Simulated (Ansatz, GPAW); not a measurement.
# Ballistic transport through a Pt chain with a Sn atom on top of one atom, from relaxation to T(E)

Aim: the conductance of a Pt chain with a Sn atom on top of one atom after relaxation, and whether geometry, basis or functional moves it most.

Calculated with GPAW 26.7.0 and Ansatz 0.2.0; Ansatz plane waves; relaxation of the junction with the lead ends held, in the first sound run; inputs show where later runs differ.

### 1. The starting structure

The cell holds 18 atoms: 17 Pt and 1 Sn. Cell: a = 9.000 Å, b = 9.000 Å, c = 40.800 Å, α = 90.0°, β = 90.0°, γ = 90.0°. Regions: left lead, 8 atoms (8 Pt); channel, 2 atoms (1 Pt and 1 Sn); right lead, 8 atoms (8 Pt). Vacuum lies along a and b. The structure is stacked along c, and the current runs across the ab planes.

### 2. Relaxing the atoms

Transmission follows bond lengths closely, so the atoms between the held lead ends are relaxed first, from a slightly shaken start that lets symmetry break.

File input.yaml:

```yaml
crystal:
  lattice:
    - [9.0, 0.0, 0.0]
    - [0.0, 9.0, 0.0]
    - [0.0, 0.0, 40.8]
  atoms:
    - { symbol: Pt, position: [0.5, 0.5, 0.0294117647] }
    - { symbol: Pt, position: [0.5, 0.5, 0.0882352941] }
    - { symbol: Pt, position: [0.5, 0.5, 0.1470588235] }
    - { symbol: Pt, position: [0.5, 0.5, 0.2058823529] }
    - { symbol: Pt, position: [0.5, 0.5, 0.2647058824] }
    - { symbol: Pt, position: [0.5, 0.5, 0.3235294118] }
    - { symbol: Pt, position: [0.4985588666, 0.4962330108, 0.3828484145] }
    - { symbol: Pt, position: [0.4963072847, 0.5067130519, 0.4418559647] }
    - { symbol: Pt, position: [0.4988024569, 0.5019017191, 0.501184992] }
    - { symbol: Sn, position: [0.7812465647, 0.4969224511, 0.5007831424] }
    - { symbol: Pt, position: [0.5017258021, 0.4990681632, 0.5596266163] }
    - { symbol: Pt, position: [0.5016892477, 0.5035874695, 0.6172603683] }
    - { symbol: Pt, position: [0.5, 0.5, 0.6764705882] }
    - { symbol: Pt, position: [0.5, 0.5, 0.7352941176] }
    - { symbol: Pt, position: [0.5, 0.5, 0.7941176471] }
    - { symbol: Pt, position: [0.5, 0.5, 0.8529411765] }
    - { symbol: Pt, position: [0.5, 0.5, 0.9117647059] }
    - { symbol: Pt, position: [0.5, 0.5, 0.9705882353] }
kpoints:
  mp_grid: { grid: [1, 1, 2] }
hamiltonian:
  xc: pbe
scf:
  occupations: { method: fermi_dirac, width: 0.1 }
relax:
  f_tol: 0.03
  max_steps: 80
  constraints: [{ sites: [0, 1, 2, 3, 4, 5, 12, 13, 14, 15, 16, 17] }]
```

Started as:

```bash
ansatz run input.yaml --threads 4 --pin off --max-ram 8192MiB --backend cpu --events-out ev --progress --plain --runs-dir out
```

Numbers of over 12 decimals in the logs are rounded to 6 here.

The log of the run:

```text
Engine: ansatz 0.2.0, aarch64-unknown-linux-gnu
Pseudopotentials: kind: paw
Pseudopotential: Pt, paw, valence charge 18, recommended cutoff 420 eV (normal), Pt.paw.azcp
Pseudopotential: Sn, paw, valence charge 14, recommended cutoff 420 eV (normal), Sn.paw.azcp
Functional definition: PBE
  parameter kappa = 0.804
  parameter beta = 0.066725
  exchange = pbe_x(kappa = kappa, mu = beta*pi^2/3)
  correlation = pbe_c(beta = beta)
Crystal: 18 atoms, lattice volume = 3304.800 Å³
Basis set: ecut = 420 eV, 64509 PW (Γ), exchange–correlation on 128×128×576 points (8 copies of the dense FFT grid, shifted against one another)
Bands: 192, of which v1, the nominal top of the filled ones, is band 160 counted from 1 (159 counted from 0)
Symmetry: 1 space group operations
Space group: P1 (ITA 1), of the structure as read, at distance tolerance 1.5e-4 Å
k-points: 2
Non-local potential: Pt, projectors of the file, l = 0: 3, l = 1: 2, l = 2: 2, l = 3: 1
Non-local potential: Sn, projectors of the file, l = 0: 2, l = 1: 2, l = 2: 2, l = 3: 2
PAW form: soft (Blöchl's): semilocal exchange-correlation on the pseudo side does not see the compensation charge
PAW one-centre angular grid: Pt, 590 points (default); XC on 64 Gauss nodes
PAW one-centre angular grid: Sn, 590 points (default); XC on 64 Gauss nodes
Initial density: superposition of atomic densities (neutral atoms: chi_scale 0, normalization atom), corrected by the library's trained network
Initial wavefunctions: pseudopotential atomic-orbital guess
Functional: x = pbe(κ = 0.804, μ = 0.219515), c = pbe(β = 0.066725)
SCF iter   1: F=—  HF=-218872.957552 eV  |F-HF|=—  |Δ(HF+E_count)|=         —  Δρ=1.05e-2  dr2=5.16e1  ethr=1.77e-3  ⟨swp⟩=6.5  Hψ=1466  notcnv=0  defer=15
preconditioner: auto → LDOS  [metal: Δε(μ)=0.057 eV  Ē_g=4.634 eV  σ=0.100 eV  W_gap=0.14  n_scr=364 (ndim 8)  ℏωp=8.5 eV  f_vac=0.761  D(μ)=30.99/eV (n_scr^D=120)  β→1.0]
SCF iter   2: F=—  HF=-218871.929477 eV  |F-HF|=—  |Δ(HF+E_count)|=    1.03e0  Δρ=3.58e-3  dr2=5.40e-1  ethr=1.77e-3  ⟨swp⟩=4.5  Hψ=651  notcnv=0  defer=16
SCF iter   3: F=—  HF=-218872.019527 eV  |F-HF|=—  |Δ(HF+E_count)|=   9.00e-2  Δρ=1.93e-3  dr2=2.49e-1  ethr=1.69e-4  ⟨swp⟩=3.0  Hψ=820  notcnv=0  defer=16
SCF iter   4: F=—  HF=-218871.969323 eV  |F-HF|=—  |Δ(HF+E_count)|=   5.02e-2  Δρ=4.46e-4  dr2=1.31e-2  ethr=7.78e-5  ⟨swp⟩=2.0  Hψ=692  notcnv=0  defer=16
SCF iter   5: F=—  HF=-218871.973032 eV  |F-HF|=—  |Δ(HF+E_count)|=   3.71e-3  Δρ=1.88e-4  dr2=2.69e-3  ethr=4.09e-6  ⟨swp⟩=2.0  Hψ=712  notcnv=0  defer=16
SCF iter   6: F=—  HF=-218871.973946 eV  |F-HF|=—  |Δ(HF+E_count)|=   9.13e-4  Δρ=8.32e-5  dr2=4.58e-4  ethr=8.42e-7  ⟨swp⟩=2.0  Hψ=445  notcnv=0  defer=16
SCF iter   7: F=—  HF=-218871.973977 eV  |F-HF|=—  |Δ(HF+E_count)|=   3.09e-5  Δρ=3.04e-5  dr2=6.79e-5  ethr=1.43e-7  ⟨swp⟩=2.0  Hψ=445  notcnv=0  defer=16
SCF iter   8: F=-218871.974008 eV  HF=-218871.974003 eV  |F-HF|=5.90e-6  |Δ(HF+E_count)|=   2.58e-5  Δρ=1.34e-5  dr2=1.04e-5  ethr=7.03e-9  ⟨swp⟩=4.5  Hψ=1217  notcnv=0
SCF 1 converged in 8 iterations: F = -218871.974008 eV  dr2 = 1.04e-5
  greatest PAW one-centre occupation: 1.000 electrons in one spin orbital (limit 2), on the Pt atom at site 8 (counted from 0), in its partial waves of l = 0
relax step   1: F+E_penalty+E_count = -218871.97400846 eV  Δ(F+E_penalty+E_count) = +0.000e0 eV  max|allowed force component| = 1.410e0 eV/Å  Δτ_max = 0.0000 Å  (8 SCF iters, dr2 threshold 2.25e-5 eV, accepted)
Initial density: handed on by an earlier stage of this run
Initial wavefunctions: those handed on with the density
iter 1 solved again at ethr=3.07e-4 eV; its pass at ethr=3.10e-3 eV (dr2=9.81e-1 eV) is discarded
SCF iter   1: F=—  HF=-218872.423344 eV  |F-HF|=—  |Δ(HF+E_count)|=         —  Δρ=4.48e-3  dr2=9.85e-1  ethr=3.07e-4  ⟨swp⟩=1.0  Hψ=1424  notcnv=0  defer=11
preconditioner: auto → LDOS  [metal: Δε(μ)=0.024 eV  Ē_g=4.482 eV  σ=0.100 eV  W_gap=0.06  n_scr=364 (ndim 8)  ℏωp=8.5 eV  f_vac=0.769  D(μ)=27.52/eV (n_scr^D=102)  β→1.0]
SCF iter   2: F=—  HF=-218872.341495 eV  |F-HF|=—  |Δ(HF+E_count)|=   8.18e-2  Δρ=1.84e-3  dr2=1.54e-1  ethr=3.07e-4  ⟨swp⟩=3.0  Hψ=967  notcnv=0  defer=11
SCF iter   3: F=—  HF=-218872.315052 eV  |F-HF|=—  |Δ(HF+E_count)|=   2.64e-2  Δρ=6.44e-4  dr2=2.06e-2  ethr=4.82e-5  ⟨swp⟩=3.0  Hψ=766  notcnv=0  defer=13
SCF iter   4: F=—  HF=-218872.313425 eV  |F-HF|=—  |Δ(HF+E_count)|=   1.63e-3  Δρ=1.55e-4  dr2=1.85e-3  ethr=6.44e-6  ⟨swp⟩=2.0  Hψ=641  notcnv=0  defer=13
SCF iter   5: F=—  HF=-218872.313567 eV  |F-HF|=—  |Δ(HF+E_count)|=   1.42e-4  Δρ=6.92e-5  dr2=3.50e-4  ethr=5.79e-7  ⟨swp⟩=2.0  Hψ=521  notcnv=0  defer=13
SCF iter   6: F=-218872.313585 eV  HF=-218872.313614 eV  |F-HF|=2.90e-5  |Δ(HF+E_count)|=   4.76e-5  Δρ=2.89e-5  dr2=6.50e-5  ethr=3.13e-8  ⟨swp⟩=2.5  Hψ=1364  notcnv=0
SCF 2 converged in 6 iterations: F = -218872.313585 eV  dr2 = 6.50e-5
relax step   2: F+E_penalty+E_count = -218872.31358529 eV  Δ(F+E_penalty+E_count) = -3.396e-1 eV  max|allowed force component| = 1.445e0 eV/Å  Δτ_max = 0.1948 Å  (6 SCF iters, dr2 threshold 1.00e-4 eV, accepted)
iter 1 solved again at ethr=3.03e-4 eV; its pass at ethr=3.10e-3 eV (dr2=9.71e-1 eV) is discarded
SCF iter   1: F=—  HF=-218872.846763 eV  |F-HF|=—  |Δ(HF+E_count)|=         —  Δρ=4.39e-3  dr2=9.94e-1  ethr=3.03e-4  ⟨swp⟩=1.0  Hψ=1395  notcnv=0  defer=12
preconditioner: auto → LDOS  [metal: Δε(μ)=0.074 eV  Ē_g=4.497 eV  σ=0.100 eV  W_gap=0.18  n_scr=364 (ndim 8)  ℏωp=8.5 eV  f_vac=0.769  D(μ)=28.27/eV (n_scr^D=104)  β→1.0]
SCF iter   2: F=—  HF=-218872.776236 eV  |F-HF|=—  |Δ(HF+E_count)|=   7.05e-2  Δρ=1.87e-3  dr2=1.61e-1  ethr=3.03e-4  ⟨swp⟩=3.0  Hψ=684  notcnv=0  defer=12
SCF iter   3: F=—  HF=-218872.741735 eV  |F-HF|=—  |Δ(HF+E_count)|=   3.45e-2  Δρ=7.16e-4  dr2=3.41e-2  ethr=5.02e-5  ⟨swp⟩=3.0  Hψ=671  notcnv=0  defer=12
SCF iter   4: F=—  HF=-218872.737153 eV  |F-HF|=—  |Δ(HF+E_count)|=   4.58e-3  Δρ=2.03e-4  dr2=2.61e-3  ethr=1.06e-5  ⟨swp⟩=2.0  Hψ=630  notcnv=0  defer=14
SCF iter   5: F=—  HF=-218872.736871 eV  |F-HF|=—  |Δ(HF+E_count)|=   2.82e-4  Δρ=8.43e-5  dr2=4.58e-4  ethr=8.15e-7  ⟨swp⟩=2.0  Hψ=637  notcnv=0  defer=14
SCF iter   6: F=-218872.736906 eV  HF=-218872.736956 eV  |F-HF|=5.01e-5  |Δ(HF+E_count)|=   8.47e-5  Δρ=3.28e-5  dr2=8.12e-5  ethr=3.13e-8  ⟨swp⟩=3.0  Hψ=1320  notcnv=0
SCF 3 converged in 6 iterations: F = -218872.736906 eV  dr2 = 8.12e-5
relax step   3: F+E_penalty+E_count = -218872.73690587 eV  Δ(F+E_penalty+E_count) = -4.233e-1 eV  max|allowed force component| = 1.145e0 eV/Å  Δτ_max = 0.1946 Å  (6 SCF iters, dr2 threshold 1.00e-4 eV, accepted)
[... from here on, the SCF cycles and remarks between the steps are left out ...]
relax step   4: F+E_penalty+E_count = -218873.08027476 eV  Δ(F+E_penalty+E_count) = -3.434e-1 eV  max|allowed force component| = 5.828e-1 eV/Å  Δτ_max = 0.1945 Å  (7 SCF iters, dr2 threshold 1.00e-4 eV, accepted)
relax step   5: F+E_penalty+E_count = -218873.15318190 eV  Δ(F+E_penalty+E_count) = -7.291e-2 eV  max|allowed force component| = 3.419e-1 eV/Å  Δτ_max = 0.1932 Å  (7 SCF iters, dr2 threshold 8.81e-5 eV, accepted)
relax step   6: F+E_penalty+E_count = -218873.20542960 eV  Δ(F+E_penalty+E_count) = -5.225e-2 eV  max|allowed force component| = 1.108e-1 eV/Å  Δτ_max = 0.1924 Å  (7 SCF iters, dr2 threshold 3.03e-5 eV, accepted)
relax step   7: F+E_penalty+E_count = -218873.23737608 eV  Δ(F+E_penalty+E_count) = -3.195e-2 eV  max|allowed force component| = 1.653e-1 eV/Å  Δτ_max = 0.1963 Å  (9 SCF iters, dr2 threshold 1.29e-6 eV, accepted)
relax step   8: F+E_penalty+E_count = -218873.24901250 eV  Δ(F+E_penalty+E_count) = -1.164e-2 eV  max|allowed force component| = 8.576e-2 eV/Å  Δτ_max = 0.1563 Å  (9 SCF iters, dr2 threshold 2.87e-6 eV, accepted)
relax step   9: F+E_penalty+E_count = -218873.25125624 eV  Δ(F+E_penalty+E_count) = -2.244e-3 eV  max|allowed force component| = 1.614e-2 eV/Å  Δτ_max = 0.0702 Å  (8 SCF iters, dr2 threshold 1.98e-6 eV, accepted)
relax step  10: F+E_penalty+E_count = -218873.25125649 eV  Δ(F+E_penalty+E_count) = -2.536e-7 eV  max|allowed force component| = 1.620e-2 eV/Å  Δτ_max = 0.0000 Å  (3 SCF iters, accepted)
relax step  11: F+E_penalty+E_count = -218873.25195178 eV  Δ(F+E_penalty+E_count) = -6.953e-4 eV  max|allowed force component| = 2.996e-2 eV/Å  Δτ_max = 0.0388 Å  (9 SCF iters, accepted)
relax step  12: F+E_penalty+E_count = -218873.25242336 eV  Δ(F+E_penalty+E_count) = -4.716e-4 eV  max|allowed force component| = 2.865e-2 eV/Å  Δτ_max = 0.0368 Å  (8 SCF iters, accepted)
relax step  13: F+E_penalty+E_count = -218873.25303559 eV  Δ(F+E_penalty+E_count) = -6.122e-4 eV  max|allowed force component| = 9.009e-2 eV/Å  Δτ_max = 0.1050 Å  (9 SCF iters, accepted)
relax step  14: F+E_penalty+E_count = -218873.25433527 eV  Δ(F+E_penalty+E_count) = -1.300e-3 eV  max|allowed force component| = 8.845e-2 eV/Å  Δτ_max = 0.0496 Å  (5 SCF iters, dr2 threshold 7.42e-6 eV, accepted)
relax step  15: F+E_penalty+E_count = -218873.25742188 eV  Δ(F+E_penalty+E_count) = -3.087e-3 eV  max|allowed force component| = 1.904e-1 eV/Å  Δτ_max = 0.1578 Å  (7 SCF iters, dr2 threshold 7.54e-6 eV, accepted)
relax step  16: F+E_penalty+E_count = -218873.26043702 eV  Δ(F+E_penalty+E_count) = -3.015e-3 eV  max|allowed force component| = 2.786e-1 eV/Å  Δτ_max = 0.1244 Å  (5 SCF iters, dr2 threshold 3.49e-5 eV, accepted)
relax step  17: F+E_penalty+E_count = -218873.26583897 eV  Δ(F+E_penalty+E_count) = -5.402e-3 eV  max|allowed force component| = 1.928e-1 eV/Å  Δτ_max = 0.0748 Å  (5 SCF iters, dr2 threshold 7.76e-5 eV, accepted)
relax step  18: F+E_penalty+E_count = -218873.27595026 eV  Δ(F+E_penalty+E_count) = -1.011e-2 eV  max|allowed force component| = 2.304e-2 eV/Å  Δτ_max = 0.2000 Å  (7 SCF iters, dr2 threshold 1.78e-5 eV, accepted)
iter 1 solved again at ethr=2.98e-9 eV; its pass at ethr=3.10e-3 eV (dr2=9.54e-6 eV) is discarded
SCF iter   1: F=—  HF=-218873.275951 eV  |F-HF|=—  |Δ(HF+E_count)|=         —  Δρ=1.17e-5  dr2=9.54e-6  ethr=2.98e-9  ⟨swp⟩=1.0  Hψ=907  notcnv=0  defer=18
preconditioner: auto → LDOS  [metal: Δε(μ)=0.040 eV  Ē_g=4.484 eV  σ=0.100 eV  W_gap=0.10  n_scr=364 (ndim 8)  ℏωp=8.5 eV  f_vac=0.769  D(μ)=31.46/eV (n_scr^D=120)  β→1.0]
SCF iter   2: F=—  HF=-218873.275958 eV  |F-HF|=—  |Δ(HF+E_count)|=   6.75e-6  Δρ=8.57e-6  dr2=5.37e-6  ethr=2.98e-9  ⟨swp⟩=2.0  Hψ=617  notcnv=0  defer=18
SCF iter   3: F=—  HF=-218873.275957 eV  |F-HF|=—  |Δ(HF+E_count)|=   4.82e-7  Δρ=5.31e-6  dr2=2.09e-6  ethr=1.68e-9  ⟨swp⟩=2.0  Hψ=631  notcnv=0  defer=18
SCF iter   4: F=—  HF=-218873.275958 eV  |F-HF|=—  |Δ(HF+E_count)|=   1.51e-7  Δρ=2.54e-6  dr2=4.53e-7  ethr=6.55e-10  ⟨swp⟩=2.0  Hψ=398  notcnv=0  defer=18
SCF iter   5: F=-218873.275958 eV  HF=-218873.275958 eV  |F-HF|=2.13e-8  |Δ(HF+E_count)|=   2.29e-8  Δρ=6.59e-7  dr2=3.10e-8  ethr=3.13e-11  ⟨swp⟩=3.0  Hψ=1336  notcnv=0
SCF 19 converged in 5 iterations: F = -218873.275958 eV  dr2 = 3.10e-8
relax step  19: F+E_penalty+E_count = -218873.27595762 eV  Δ(F+E_penalty+E_count) = -7.353e-6 eV  max|allowed force component| = 2.321e-2 eV/Å  Δτ_max = 0.0000 Å  (5 SCF iters, accepted)
SCF converged after 5 iterations
Free energy (F): -218873.275958 eV
Harris-Foulkes:  -218873.275958 eV  (|F-HF|=2.13e-8)
Internal energy: -218872.206601 eV  (E = F + TS)
E sigma→0 (E₀):  -218872.741279 eV
Entropy (-TS):   -1.069357 eV (-59.409 meV/atom)
Fermi energy:    -3.605695 eV
--- Per-component energies (eV) ---
  E_band       = -10246.508325
  E_kinetic    = 10993.444026
  E_local      = -106911.922359  (includes V_loc(G=0)·N_el)
  E_nonlocal   = 3399.208205
  E_hartree    = 46369.966185
  E_xc         = -4779.892158
  E_vxc        = -5166.904576  (∫ρ·V_xc dr)
  E_paw        = -164872.747983  (= ΣΔE_a)
  E_vpaw       = -5300.268830  (= ΣTr[D̂ρ^β])
  E_aug_tail   = 0.003297  (compensation charges beyond the density's cutoff)
  E_ewald      = -3070.265813
  E_smearing   = -1.069357  (= −TS)
  E_closure    = -0.000000  (closes the sum)
  Σ components = -218873.275958   (vs F -218873.275958, Δ=0.00e0)
--- Forces (eV/Å), atoms counted from 1 ---
  atom   1  Pt     0.01806369    -0.00209912    -0.01202906
  atom   2  Pt    -0.00374511    -0.00402934    -0.03318584
  atom   3  Pt    -0.03562183    -0.01060761     0.02265829
  atom   4  Pt    -0.02166313    -0.00479385     0.09438048
  atom   5  Pt     0.00181564     0.00214603     0.06201266
  atom   6  Pt     0.04509586     0.02990481     0.50810207
  atom   7  Pt    -0.00802689    -0.00159577    -0.01885746
  atom   8  Pt     0.00356260     0.00424182     0.02321294
  atom   9  Pt     0.01724178     0.00855711     0.00455596
  atom  10  Sn    -0.01654454    -0.01188975     0.00731569
  atom  11  Pt    -0.00049248     0.00919927     0.01891275
  atom  12  Pt     0.00991199    -0.00569063    -0.02255108
  atom  13  Pt     0.01710759    -0.05193047    -0.52482214
  atom  14  Pt    -0.00286700    -0.00276246    -0.06171110
  atom  15  Pt    -0.01766828     0.01857751    -0.09247077
  atom  16  Pt    -0.02221668     0.02416712    -0.01733747
  atom  17  Pt    -0.00254907     0.00579918     0.03265008
  atom  18  Pt     0.01867777    -0.00721981     0.00916615
  max |Σ_I F_I| component: 8.19e-5 eV/Å
--- Relaxed structure (19 steps of the walk, 19 accepted, 0 SCFs on fresh bases) ---
  F+E_penalty+E_count = -218873.27595762 eV   max|allowed force component| = 2.321e-2 eV/Å
  atoms:
    - { symbol: Pt, position: [0.5, 0.5, 0.029412] }
    - { symbol: Pt, position: [0.5, 0.5, 0.0882352941] }
    - { symbol: Pt, position: [0.5, 0.5, 0.1470588235] }
    - { symbol: Pt, position: [0.5, 0.5, 0.205882] }
    - { symbol: Pt, position: [0.5, 0.5, 0.264706] }
    - { symbol: Pt, position: [0.5, 0.5, 0.3235294118] }
    - { symbol: Pt, position: [0.447313, 0.474975, 0.382478] }
    - { symbol: Pt, position: [0.494846, 0.514966, 0.442648] }
    - { symbol: Pt, position: [0.391139, 0.557918, 0.500034] }
    - { symbol: Sn, position: [0.634975, 0.416435, 0.498788] }
    - { symbol: Pt, position: [0.484236, 0.493432, 0.557003] }
    - { symbol: Pt, position: [0.470178, 0.548987, 0.617445] }
    - { symbol: Pt, position: [0.5, 0.5, 0.6764705882] }
    - { symbol: Pt, position: [0.5, 0.5, 0.7352941176] }
    - { symbol: Pt, position: [0.5, 0.5, 0.794118] }
    - { symbol: Pt, position: [0.5, 0.5, 0.8529411765] }
    - { symbol: Pt, position: [0.5, 0.5, 0.9117647059] }
    - { symbol: Pt, position: [0.5, 0.5, 0.970588] }
```

Wall time 6.2 min (4 threads of Arm Neoverse V1, shared host); peak memory 5.3 GiB.

Relaxation path:

```
step  energy less that of the first step (eV)  largest force component (eV/Å)
   1                                   0.0000                          1.4105
   2                                  -0.3396                          1.4449
   3                                  -0.7629                          1.1445
   4                                  -1.1063                          0.5828
   5                                  -1.1792                          0.3419
   6                                  -1.2314                          0.1108
   7                                  -1.2634                          0.1653
   8                                  -1.2750                          0.0858
   9                                  -1.2772                          0.0161
  10                                  -1.2772                          0.0162
  11                                  -1.2779                          0.0300
  12                                  -1.2784                          0.0286
  13                                  -1.2790                          0.0901
  14                                  -1.2803                          0.0885
  15                                  -1.2834                          0.1904
  16                                  -1.2864                          0.2786
  17                                  -1.2918                          0.1928
  18                                  -1.3019                          0.0230
  19                                  -1.3020                          0.0232
```

The atoms that moved most (Å):

```
atom      dx      dy      dz  length
Sn10  -1.316  -0.724  -0.081   1.505
 Pt9  -0.969   0.504  -0.047   1.093
 Pt7  -0.461  -0.191  -0.015   0.500
Pt12  -0.284   0.409   0.008   0.497
Pt11  -0.157  -0.051  -0.107   0.197
 Pt8  -0.013   0.074   0.032   0.082
```

The relaxed structure:

```cif
data_structure
_symmetry_space_group_name_H-M 'P 1'
_symmetry_Int_Tables_number 1
_cell_length_a 9.0000
_cell_length_b 9.0000
_cell_length_c 40.8000
_cell_angle_alpha 90.000
_cell_angle_beta 90.000
_cell_angle_gamma 90.000
_cell_volume 3304.80
loop_
_atom_site_label
_atom_site_type_symbol
_atom_site_fract_x
_atom_site_fract_y
_atom_site_fract_z
_atom_site_occupancy
Pt1 Pt 0.50000 0.50000 0.02941 1
Pt2 Pt 0.50000 0.50000 0.08824 1
Pt3 Pt 0.50000 0.50000 0.14706 1
Pt4 Pt 0.50000 0.50000 0.20588 1
Pt5 Pt 0.50000 0.50000 0.26471 1
Pt6 Pt 0.50000 0.50000 0.32353 1
Pt7 Pt 0.44731 0.47497 0.38248 1
Pt8 Pt 0.49485 0.51497 0.44265 1
Pt9 Pt 0.39114 0.55792 0.50003 1
Sn10 Sn 0.63498 0.41643 0.49879 1
Pt11 Pt 0.48424 0.49343 0.55700 1
Pt12 Pt 0.47018 0.54899 0.61744 1
Pt13 Pt 0.50000 0.50000 0.67647 1
Pt14 Pt 0.50000 0.50000 0.73529 1
Pt15 Pt 0.50000 0.50000 0.79412 1
Pt16 Pt 0.50000 0.50000 0.85294 1
Pt17 Pt 0.50000 0.50000 0.91176 1
Pt18 Pt 0.50000 0.50000 0.97059 1
```

Numbers from this step:

| Property | Result |
| --- | --- |
| free energy | -218873.2760 eV |
| smearing term TS | 1.069 eV |
| symmetry operations | 1 |

The relaxation lowered the energy of the cell by 1.30 eV.

[end of part 1 of 4]

[Logs are printed without paths, hosts, clocks, repeated set-up lines and the standing remarks that a program may print on its own settings, such as how far it seeks lower states.]

[Hosts, paths, dates, database ids (printed as entryN), source tags and the programs' standing remarks are cut or masked in the printed files.]
